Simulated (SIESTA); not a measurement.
AlNi3:

```
Ni Al
1.0
     3.52305    0.00000    0.00000
     0.00000    3.52305    0.00000
     0.00000    0.00000    3.52305
Ni Al
3 1
Cartesian
  1.7615 1.7615 0.0000
  1.7615 0.0000 1.7615
  0.0000 1.7615 1.7615
  0.0000 0.0000 0.0000
```

The cell is a database's computed one.

Base run:

| Item | Value |
| --- | --- |
| Program | SIESTA 5.4.2 |
| Functional | PBE |
| Potentials or basis | PseudoDojo 0.4 standard (PBE files) |
| Basis | DZP (energy shift 0.003 Ry; two zetas on semicore shells) |
| Grid cutoff | 800 Ry |
| Energy shift | 0.003 Ry |
| k mesh | 8 × 8 × 8 |
| Occupations | fermi-dirac, width 0.05 eV |
| Spin | collinear spin, ferromagnetic start |
| Starting moments | [1.0, 1.0, 1.0, 0.0] μB |

Its results: band gap on the k mesh none (metal or under the smearing width); pressure 5.7 GPa; net moment 0.69 μB per cell; site moments Ni +0.25; Al -0.06 μB.

The run is repeated on the same cell with these changes: functional from PBE to LDA; potentials or basis from PseudoDojo 0.4 standard (PBE files) to PseudoDojo 0.4 standard (LDA files). What comes out?

Band gap on the k mesh none (metal or under the smearing width); pressure -8.7 GPa; net moment 0.49 μB per cell; site moments Ni +0.17; Al -0.03 μB.

Caveats: short orbitals over semicore shells can move pressures by several GPa; the basis of atomic orbitals isn't converged, which shifts pressures, moduli and gaps.
